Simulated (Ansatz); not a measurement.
# Wurtzite BeO

These are PBEsol (plane waves, PAW; Ansatz, a quantum-chemistry and plane-wave program) values and carry that method's errors.

Numerical settings: plane-wave cutoff 500 eV, 10×6×1 k mesh (along the axes of the cell as run), gaussian smearing 0.02 eV, scalar-relativistic PAW data made under PBE.

Cell: relaxed at this level.

| Property | Value |
|---|---|
| surface energy of the (10-10) face | 1.52 J/m² |
| ionisation potential of the slab | 7.12 eV |

The slab of 24 atoms is relaxed and unreconstructed.

Computed values are for the static lattice.
